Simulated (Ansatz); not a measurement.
# Ti (Im-3m) in Ansatz: a series of runs

The runs below take Ti through band structure, equation of state, with PBE, BPBE.

Program: Ansatz 0.2.0. These are calculated values, not measurements. Logs are shortened: lines on timing, memory, paths and dates and some standing lists are left out, and cuts for length are marked.

## 1. The undisturbed crystal

The structure is cubic, space group Im-3m (No. 229). Conventional cell: a = 3.282 Å, b = 3.282 Å, c = 3.282 Å, α = 90.00°, β = 90.00°, γ = 90.00°. Ti (site symmetry m-3m) is surrounded by 8 Ti at 2.84 Å.

This isn't the form of Ti at room conditions, which is hcp.

## 2. Band structure, PBE (volume scaled by 0.8)

run.py

```python
import json

import ase.io
import numpy as np

import ansatz as az

atoms = ase.io.read("Ti.cif")
atoms.info.pop("occupancy", None)

calculation = (
    az.Crystal.from_ase(atoms)
    .calculation()
    .basis(cutoff=600.0)
    .kpoints(9, 9, 9)
    .functional("pbe")
    .pseudopotentials(kind="paw", source="jth")
    .scf(extra_bands=6)
    .occupations(method="tetrahedron")
    .band_structure(path=(((0.0, 0.0, 0.0), (0.0, 0.5, 0.0), (0.5, 0.5, 0.0), (0.0, 0.0, 0.0), (0.5, 0.5, 0.5),
        (0.0, 0.5, 0.0)), ((0.5, 0.5, 0.0), (0.5, 0.5, 0.5))), intervals=14)
    .density()
    .potential()
    .output_files(volumetric_format="npy")
    .electron_localization_function()
    .forces()
    .stress()
)
outcome = calculation.run(threads=2, events_out="events.jsonl")

report = outcome.report
for line in open("events.jsonl"):
    event = json.loads(line)
    if event["event"] == "scf_iter":
        d = event["data"]
        print(f"SCF {d['iter']:3d}  HF = {d['harris_foulkes_ev']:.6f} eV  dr2 = {d['dr2_ev']:.2e} eV")
    elif event["event"] in ("relax_step", "md_step"):
        d = event["data"]
        print(f"{event['event']} {d['step']:3d}  E = {d['lagrangian_ev']:.6f} eV")
np.set_printoptions(precision=5, suppress=True, linewidth=110)
print("converged:", report["converged"], "after", report["n_iterations"], "iterations")
print(f"free energy {report['free_energy_ev']:.6f} eV, Fermi level {report['fermi_energy_ev']:.4f} eV")
for key in ("band_edges_ev", "magnetization_mub", "site_moments_mub", "site_moments_nc_mub", "forces_ev_ang",
                "stress_gpa", "kpoints_frac", "eigenvalues_ev"):
    if report.get(key) is not None:
        print(key, np.array(report[key]), sep="\n")
```

Ti.cif

```cif
data_Ti
_cell_length_a 3.04673891
_cell_length_b 3.04673891
_cell_length_c 3.04673891
_cell_angle_alpha 90.00000000
_cell_angle_beta 90.00000000
_cell_angle_gamma 90.00000000
_space_group_name_H-M_alt 'Im-3m'
_space_group_name_Hall '-I 4 2 3'
_space_group_IT_number 229
loop_
_space_group_symop_operation_xyz
'x,y,z'
'-x,-y,-z'
'-y,x,z'
'y,-x,-z'
'-x,-y,z'
'x,y,-z'
'y,-x,z'
'-y,x,-z'
'x,-y,-z'
'-x,y,z'
'-y,-x,-z'
'y,x,z'
'-x,y,-z'
'x,-y,z'
'y,x,-z'
'-y,-x,z'
'z,x,y'
'-z,-x,-y'
'z,-y,x'
'-z,y,-x'
'z,-x,-y'
'-z,x,y'
'z,y,-x'
'-z,-y,x'
'-z,x,-y'
'z,-x,y'
'-z,-y,-x'
'z,y,x'
'-z,-x,y'
'z,x,-y'
'-z,y,x'
'z,-y,-x'
'y,z,x'
'-y,-z,-x'
'x,z,-y'
'-x,-z,y'
'-y,z,-x'
'y,-z,x'
'-x,z,y'
'x,-z,-y'
'-y,-z,x'
'y,z,-x'
'-x,-z,-y'
'x,z,y'
'y,-z,-x'
'-y,z,x'
'x,-z,y'
'-x,z,-y'
'x+1/2,y+1/2,z+1/2'
'-x+1/2,-y+1/2,-z+1/2'
'-y+1/2,x+1/2,z+1/2'
'y+1/2,-x+1/2,-z+1/2'
'-x+1/2,-y+1/2,z+1/2'
'x+1/2,y+1/2,-z+1/2'
'y+1/2,-x+1/2,z+1/2'
'-y+1/2,x+1/2,-z+1/2'
'x+1/2,-y+1/2,-z+1/2'
'-x+1/2,y+1/2,z+1/2'
'-y+1/2,-x+1/2,-z+1/2'
'y+1/2,x+1/2,z+1/2'
'-x+1/2,y+1/2,-z+1/2'
'x+1/2,-y+1/2,z+1/2'
'y+1/2,x+1/2,-z+1/2'
'-y+1/2,-x+1/2,z+1/2'
'z+1/2,x+1/2,y+1/2'
'-z+1/2,-x+1/2,-y+1/2'
'z+1/2,-y+1/2,x+1/2'
'-z+1/2,y+1/2,-x+1/2'
'z+1/2,-x+1/2,-y+1/2'
'-z+1/2,x+1/2,y+1/2'
'z+1/2,y+1/2,-x+1/2'
'-z+1/2,-y+1/2,x+1/2'
'-z+1/2,x+1/2,-y+1/2'
'z+1/2,-x+1/2,y+1/2'
'-z+1/2,-y+1/2,-x+1/2'
'z+1/2,y+1/2,x+1/2'
'-z+1/2,-x+1/2,y+1/2'
'z+1/2,x+1/2,-y+1/2'
'-z+1/2,y+1/2,x+1/2'
'z+1/2,-y+1/2,-x+1/2'
'y+1/2,z+1/2,x+1/2'
'-y+1/2,-z+1/2,-x+1/2'
'x+1/2,z+1/2,-y+1/2'
'-x+1/2,-z+1/2,y+1/2'
'-y+1/2,z+1/2,-x+1/2'
'y+1/2,-z+1/2,x+1/2'
'-x+1/2,z+1/2,y+1/2'
'x+1/2,-z+1/2,-y+1/2'
'-y+1/2,-z+1/2,x+1/2'
'y+1/2,z+1/2,-x+1/2'
'-x+1/2,-z+1/2,-y+1/2'
'x+1/2,z+1/2,y+1/2'
'y+1/2,-z+1/2,-x+1/2'
'-y+1/2,z+1/2,x+1/2'
'x+1/2,-z+1/2,y+1/2'
'-x+1/2,z+1/2,-y+1/2'
loop_
_atom_site_label
_atom_site_type_symbol
_atom_site_symmetry_multiplicity
_atom_site_Wyckoff_symbol
_atom_site_fract_x
_atom_site_fract_y
_atom_site_fract_z
_atom_site_occupancy
Ti1 Ti 2 a 0.0000000000 0.0000000000 0.0000000000 1
```

Potentials or basis: JTH PAW.

Run with:

```bash
python run.py
```

What it wrote:

```text
DeckWarning: output.forces, output.stress, relax.cell or npt_langevin: where a Kohn–Sham band that disperses or a degenerate level is filled in part under the method tetrahedron, the forces or the stress that this run publishes need not agree with its energy (scf.occupations.method in the input reference, under Limitations); prefer a smearing scheme for the forces or the stress
DeckWarning: basis.ecutwfc = 600 eV is below the records' recommended 1230 eV, and the density's cutoff is lower with it unless basis.ecutrho_ratio is high enough to keep the records' density cutoff: compare with a run at a higher cutoff
DeckWarning: pseudopotentials/Ti.paw.azcp: the checks of this Ti dataset prove no rule for summing its radial tables, as where they were carried onto another mesh than they were made on, and Gregory's rule is taken, under which a leading mesh point left out moves its sums only by what lay on the interval it spanned. That does not make them correct, and they differ from Quantum ESPRESSO's on this file; a re-export a fr [...]
PlacementWarning: RAYON_NUM_THREADS=2 ignored (pool sized by the plan → 2); use plan(threads=…)
SCF   1  HF = -4999.585061 eV  dr2 = 4.34e+00 eV
SCF   2  HF = -4998.314546 eV  dr2 = 8.46e-01 eV
SCF   3  HF = -4998.062244 eV  dr2 = 6.26e-03 eV
SCF   4  HF = -4998.064907 eV  dr2 = 6.72e-06 eV
SCF   5  HF = -4998.064166 eV  dr2 = 8.04e-06 eV
SCF   6  HF = -4998.064162 eV  dr2 = 7.28e-09 eV
converged: True after 6 iterations
free energy -4998.064162 eV, Fermi level 16.9693 eV
magnetization_mub
0.0
forces_ev_ang
[[ 0. -0.  0.]
 [ 0.  0. -0.]]
stress_gpa
[[29.60181 -0.      -0.     ]
 [ 0.      29.60181 -0.     ]
 [-0.      -0.      29.60181]]
kpoints_frac
[[0.      0.      0.     ]
 [0.      0.      0.11111]
 [0.      0.      0.22222]
 [0.      0.      0.33333]
 [0.      0.      0.44444]
 [0.      0.11111 0.11111]
 [0.      0.11111 0.22222]
[... 25 lines left out ...]
 [0.33333 0.33333 0.44444]
 [0.33333 0.44444 0.44444]
 [0.44444 0.44444 0.44444]]
eigenvalues_ev
[[-39.19347 -38.69473 -15.58353 -15.58353 -15.58353 -14.72996 -14.72996 -14.72996  10.69659  14.00932
   14.00932  18.09084  18.09084  18.09084  20.3495   20.3495   21.96478  21.96478]
 [-39.17595 -38.70704 -15.58862 -15.55651 -15.55651 -14.78843 -14.75415 -14.75415  10.95446  14.1539
   14.17903  18.06426  18.06426  18.1904   20.0876   20.44447  21.46923  21.46923]
 [-39.12625 -38.74349 -15.59253 -15.47906 -15.47906 -14.944   -14.82442 -14.82442  11.68308  14.58117
   14.58722  18.02668  18.02668  18.48186  19.36946  20.48363  20.48363  20.70047]
 [-39.05244 -38.80223 -15.56799 -15.36152 -15.36152 -15.14741 -14.93382 -14.93382  12.7458   14.91962
   15.27025  18.07512  18.07512  18.36038  18.94296  19.52787  19.52787  20.86381]
 [-38.9659  -38.87892 -15.48813 -15.34265 -15.21933 -15.21933 -15.0707  -15.0707   13.89385  14.73446
   16.18119  17.24663  18.30716  18.30716  18.78616  18.78616  19.53484  20.20035]
 [-39.15924 -38.71838 -15.63551 -15.53082 -15.49008 -14.88932 -14.77658 -14.73169  11.2026   14.29433
   14.34474  17.83961  17.99663  18.49116  20.08257  20.36596  20.80774  21.00273]
 [-39.11195 -38.75208 -15.67262 -15.45731 -15.38652 -15.0701  -14.84187 -14.76513  11.90008  14.65688
   14.78507  17.65605  17.84343  18.93352  19.61301  19.82827  20.11149  20.59591]
 [-39.04191 -38.80665 -15.6697  -15.34598 -15.27966 -15.25884 -14.94386 -14.85189  12.9062   14.9917
   15.387    17.59856  17.62018  18.92332  19.00297  19.3686   19.47598  20.96344]
 [-38.96012 -38.87833 -15.60515 -15.47033 -15.21175 -15.11654 -15.07199 -14.97497  13.98058  14.78402
   16.17717  17.0145   17.79717  18.23003  18.78519  18.96     20.10262  20.76712]
 [-39.07167 -38.77788 -15.76525 -15.39527 -15.28104 -15.24838 -14.89301 -14.73617  12.49279  14.82412
   15.30627  17.25619  17.55884  18.86202  19.48488  19.59577  19.93685  20.45236]
 [-39.01256 -38.8205  -15.81146 -15.49896 -15.30206 -15.1053  -14.97382 -14.76834  13.29361  14.89827
   15.95246  17.04452  17.34958  18.01797  19.2027   19.74873  20.29134  20.76122]
 [-38.94453 -38.87776 -15.78586 -15.678   -15.19094 -15.07685 -14.9683  -14.85081  14.07452  14.65033
   16.57266  17.07113  17.08534  17.41071  19.36064  19.55707  20.97836  21.25571]
 [-38.97049 -38.84492 -15.90962 -15.70837 -15.23727 -15.02271 -14.96391 -14.74143  13.69393  14.62733
   16.6654   16.76848  17.2595   17.53779  19.37506  20.20834  20.63726  21.07857]
 [-38.92377 -38.88011 -15.93142 -15.86202 -15.16209 -15.0875  -14.84879 -14.77106  14.00593  14.30456
   16.55969  16.75897  17.49055  17.7855   19.8272   20.16853  21.01586  21.7452 ]
 [-38.90351 -38.88833 -16.00212 -15.97821 -15.13182 -15.10589 -14.77216 -14.74497  13.9375   14.02927
   16.31264  16.3796   18.45145  18.63158  20.23357  20.4022   20.81836  21.34479]
 [-39.14332 -38.72882 -15.60703 -15.60703 -15.40079 -14.97824 -14.75743 -14.75743  11.44385  14.47007
   14.47007  17.7642   17.7642   18.797    19.93215  20.2058   20.2058   21.53551]
 [-39.09831 -38.75995 -15.67591 -15.52537 -15.28436 -15.15678 -14.83218 -14.7687   12.1186   14.83532
   14.88395  17.51497  17.56574  18.9534   19.31695  19.777    20.51823  20.60146]
 [-39.03182 -38.81063 -15.69964 -15.40129 -15.35963 -15.15992 -14.9484  -14.82612  13.0815   15.1689
   15.40411  17.26275  17.46324  18.25123  19.26452  19.74211  19.92185  20.90548]
 [-38.95451 -38.87761 -15.65643 -15.53828 -15.25098 -15.0936  -15.03452 -14.919    14.10033  14.89353
   16.09935  16.7758   17.63714  17.90457  18.99105  19.16576  20.51037  20.93127]
 [-39.05992 -38.7837  -15.7332  -15.4999  -15.33665 -15.15488 -14.87765 -14.76586  12.71336  15.03732
   15.37307  17.14854  17.28913  18.03293  19.96696  20.05872  20.21837  20.42339]
 [-39.00377 -38.82319 -15.78792 -15.53118 -15.39163 -15.03369 -14.97604 -14.78768  13.50799  15.1321
   15.92029  16.89031  17.13136  17.48785  19.70791  19.82962  20.67766  20.79724]
 [-38.93942 -38.87664 -15.77887 -15.68978 -15.25206 -15.10662 -14.92769 -14.8434   14.27135  14.85554
   16.33472  16.64889  17.20403  17.33174  19.55318  19.61948  20.96261  21.24613]
 [-38.96369 -38.84562 -15.87372 -15.71028 -15.31626 -15.03195 -14.92719 -14.77564  13.93817  14.85129
   16.58111  16.72626  16.93391  17.23348  19.70759  20.23855  20.65286  21.53787]
 [-38.91941 -38.87836 -15.89989 -15.84352 -15.21535 -15.11472 -14.84727 -14.79616  14.24232  14.52607
   16.45934  16.57684  17.39514  17.53854  19.96901  20.19595  20.92088  21.38571]
 [-38.90004 -38.88576 -15.96381 -15.94443 -15.16984 -15.13396 -14.79915 -14.78213  14.17493  14.25844
   16.25619  16.30749  18.1789   18.25871  20.31705  20.44079  20.83032  21.11299]
 [-39.02705 -38.80154 -15.64118 -15.64118 -15.46833 -15.03658 -14.85194 -14.85194  13.30519  15.55583
   15.55583  16.88775  16.88775  17.09838  20.31659  20.31659  20.76682  20.86981]
 [-38.97945 -38.83202 -15.74395 -15.61691 -15.50101 -14.98537 -14.94353 -14.83836  14.0538   15.71761
   15.80571  16.58877  16.75482  16.81328  20.13102  20.24239  20.67981  21.08997]
 [-38.92576 -38.87451 -15.77799 -15.73168 -15.3306  -15.15141 -14.88027 -14.84619  14.69615  15.2264
   16.06573  16.31738  16.9621   17.08479  19.94469  19.95406  20.92886  21.03601]
 [-38.9451  -38.84872 -15.77048 -15.72108 -15.46803 -15.04302 -14.88774 -14.87459  14.60244  15.41851
   16.38884  16.39146  16.59729  16.63804  20.2835   20.41021  20.67484  21.0566 ]
 [-38.90789 -38.87438 -15.81379 -15.79761 -15.32984 -15.17325 -14.87084 -14.86727  14.86937  15.08392
   16.25393  16.26469  16.99415  17.08846  20.29373  20.37052  20.87178  21.00737]
 [-38.89108 -38.87943 -15.85354 -15.84943 -15.26528 -15.20142 -14.88949 -14.88023  14.81728  14.86593
   16.13676  16.16615  17.51915  17.56457  20.52206  20.57838  20.85865  20.94063]
 [-38.91959 -38.85658 -15.7417  -15.61276 -15.61276 -15.02748 -15.02748 -14.88866  15.40034  15.67856
   16.21201  16.21201  16.40458  16.40458  20.66533  20.66533  20.70748  20.70748]
 [-38.89327 -38.87136 -15.74919 -15.71099 -15.42025 -15.21686 -14.98142 -14.92636  15.51232  15.53296
   16.14746  16.22521  16.56183  16.78194  20.60325  20.62361  20.86076  20.88564]
 [-38.88035 -38.87273 -15.71404 -15.68478 -15.37815 -15.26365 -15.055   -15.00794  15.56149  15.63975
   16.06471  16.15302  16.81968  16.92331  20.75011  20.76488  20.887    20.89797]
 [-38.87217 -38.86952 -15.57937 -15.47827 -15.47827 -15.25942 -15.25942 -15.1549   15.90725  16.14266
   16.14266  16.42806  16.42806  16.43152  20.89984  20.89984  20.90157  20.90157]]
```

Run time: 2.1 s. Hardware: 2 threads of Arm Neoverse V2, shared host; peak memory 0.4 GiB.

Results:

* Free energy: -4998.0642 eV
* Pressure: 29.6 GPa
* Band gap on the k mesh: none (metal or under the smearing width)

Levels at the corners of the path, in eV from the Fermi level:
```tsv
point	band 8	band 9	band 10	band 11	band 12	band 13	band 14	band 15	band 16	band 17
Γ	-31.70	-6.27	-2.96	-2.96	1.12	1.12	1.12	3.38	3.38	5.00
X	-32.11	-2.59	-2.59	-0.27	-0.27	1.54	1.54	1.54	1.54	2.89
M	-31.71	-3.04	-3.04	-0.70	-0.70	1.94	1.94	3.43	3.43	3.88
Γ	-31.70	-6.27	-2.96	-2.96	1.12	1.12	1.12	3.38	3.38	5.00
R	-32.34	-0.69	-0.69	-0.69	-0.69	-0.69	-0.69	3.96	3.96	3.96
X	-32.11	-2.59	-2.59	-0.27	-0.27	1.54	1.54	1.54	1.54	2.89
M	-31.71	-3.04	-3.04	-0.70	-0.70	1.94	1.94	3.43	3.43	3.88
R	-32.34	-0.69	-0.69	-0.69	-0.69	-0.69	-0.69	3.96	3.96	3.96
```

Caveat: with tetrahedron occupations forces and stress needn't match the slope of the energy; the cutoff lies under the one recommended for these potentials.

## 3. Equation of state, BPBE, collinear spin, ferrimagnetic start (volume scaled by 0.8)

run.py

```python
import json

import ase.io
import numpy as np
from ase.calculators.calculator import CalculationFailed, Calculator
from ase.stress import full_3x3_to_voigt_6_stress
from ase.units import GPa
from ase.eos import EquationOfState

import ansatz as az

class AnsatzCalculator(Calculator):
    implemented_properties = ["energy", "free_energy", "forces", "stress", "magmom"]

    def calculate(self, atoms, properties, system_changes):
        super().calculate(atoms, properties, system_changes)
        structure = atoms.copy()
        structure.set_constraint()
        structure.set_momenta(None)
        structure.set_masses(None)
        outcome = (
            az.Crystal.from_ase(structure)
            .calculation()
            .basis(xc_grid=2)
            .kpoints(9, 9, 9)
            .functional(exchange="b88", correlation="pbe")
            .pseudopotentials(kind="paw", level="accurate")
            .spin("collinear")
            .scf(tolerance=2e-10)
            .occupations(method="fermi_dirac", width=0.05)
            .forces()
            .stress()
            .run(threads=2)
        )
        if not outcome.report["converged"]:
            raise CalculationFailed("SCF not converged")
        report = outcome.report
        self.results = {
            "free_energy": report["lagrangian_ev"],
            "energy": report["lagrangian_ev"],
            "forces": np.array(report["forces_ev_ang"]),
            "stress": -GPa * full_3x3_to_voigt_6_stress(report["stress_gpa"]),
            "magmom": report["magnetization_mub"],
        }

np.set_printoptions(precision=5, suppress=True, linewidth=110)
atoms = ase.io.read("Ti.cif")
atoms.info.pop("occupancy", None)
atoms.set_initial_magnetic_moments([1.0, -0.5])
atoms.calc = AnsatzCalculator()
cell = atoms.cell.copy()
volumes, energies = [], []
for x in (0.94, 0.96, 0.98, 1.0, 1.02, 1.04, 1.06):
    atoms.set_cell(cell * x ** (1 / 3), scale_atoms=True)
    volumes.append(atoms.get_volume() / len(atoms))
    energies.append(atoms.get_potential_energy() / len(atoms))
    print(f"x {x:.2f}  V = {volumes[-1]:.4f} A^3/atom  E = {energies[-1]:.6f} eV/atom  P = {-atoms.get_stress()[:3].mean() / GPa:.3f} GPa")
v0, e0, b0 = EquationOfState(volumes, energies, eos="vinet").fit()
print(f"V0 = {v0:.4f} A^3/atom, E0 = {e0:.6f} eV/atom, B0 = {b0 / GPa:.2f} GPa")
```

Ti.cif is that of step 2.

Potentials or basis: Ansatz PAW accurate.

Run with:

```bash
python run.py
```

Run time: 54 s. Hardware: 2 threads of Arm Neoverse V2, shared host; peak memory 0.56 GiB.

It converged, with:

* Equilibrium volume: outside the volumes run

Energy against volume, from the lowest point:
| volume (Å³/atom) | energy (meV/atom) |
| --- | --- |
| 13.292 | 306.23 |
| 13.575 | 237.88 |
| 13.858 | 177.10 |
| 14.141 | 123.38 |
| 14.424 | 76.24 |
| 14.706 | 35.24 |
| 14.989 | 0.00 |

Caveat: the potentials were made for another functional, which shifts forces and pressure; the starting moments weren't kept.
